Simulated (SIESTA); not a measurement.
**TiCo: relaxation of cell and atoms with PBEsol**

The system is TiCo.

```
CELL_PARAMETERS angstrom
2.98611 0.00000 0.00000
0.00000 2.98611 0.00000
0.00000 0.00000 2.98611
ATOMIC_POSITIONS crystal
Co 0.50000 0.50000 0.50000
Ti 0.00000 0.00000 0.00000
```

The cell comes from a database or a generator and needn't be the stable form of this composition.

```
Program                : SIESTA 5.4.2
Task                   : relaxation of cell and atoms
Functional             : PBEsol
Potentials or basis    : PseudoDojo 0.4 standard (PBEsol files)
Basis                  : DZP (energy shift 0.003 Ry; two zetas on semicore shells)
Grid cutoff            : 800 Ry
Energy shift           : 0.003 Ry
k mesh                 : 7 × 7 × 7
Occupations            : fermi-dirac, width 0.05 eV
Spin                   : collinear spin, ferromagnetic start
Starting moments       : [2.0, 1.0] μB
optimiser              : Broyden
force tolerance        : 0.01 eV/Å
stress tolerance (GPa) : 0.05
```

```json
{
 "Relaxed volume": "12.68 Å³/atom",
 "Relaxed cell": "a = 2.938 Å, b = 2.938 Å, c = 2.938 Å, α = 90.00°, β = 90.00°, γ = 90.00°",
 "Space group after relaxing (to 0.05 Å)": "Pm-3m (No. 221)",
 "Energy gained by relaxing": "18.3 meV/atom",
 "Ionic steps": "8",
 "Pressure after relaxing": "0.0 GPa",
 "Band gap on the k mesh": "none (metal or under the smearing width)",
 "Net moment": "0.76 μB per cell",
 "Site moments": "Co +0.80; Ti -0.04 μB"
}
```

Step by step:
```
step  energy change (eV)  largest force (eV/Å)  pressure (GPa)  volume (Å³)
   1              0.0000                0.0000           -8.49        26.63
   2             -0.0047                0.0000           -8.00        26.53
   3             -0.0351                0.0000            1.79        25.14
   4             -0.0360                0.0000           -1.06        25.47
   5             -0.0363                0.0000            0.65        25.28
   6             -0.0363                0.0000           -0.31        25.39
   7             -0.0365                0.0000            0.07        25.34
   8             -0.0365                0.0000           -0.04        25.35
```

Final structure:
```cif
data_structure
_symmetry_space_group_name_H-M 'P 1'
_symmetry_Int_Tables_number 1
_cell_length_a 2.9376
_cell_length_b 2.9376
_cell_length_c 2.9376
_cell_angle_alpha 90.000
_cell_angle_beta 90.000
_cell_angle_gamma 90.000
_cell_volume 25.35
loop_
_atom_site_label
_atom_site_type_symbol
_atom_site_fract_x
_atom_site_fract_y
_atom_site_fract_z
_atom_site_occupancy
Co1 Co 0.50000 0.50000 0.50000 1
Ti1 Ti 0.00000 0.00000 0.00000 1
```

It took 16 min on 1 thread of AMD EPYC 7R43 64-Core Processor (Zen 3) (shared host), peak memory 0.41 GiB.

Caveat: short orbitals over semicore shells can move pressures by several GPa; the basis of atomic orbitals isn't converged, which shifts pressures, moduli and gaps.
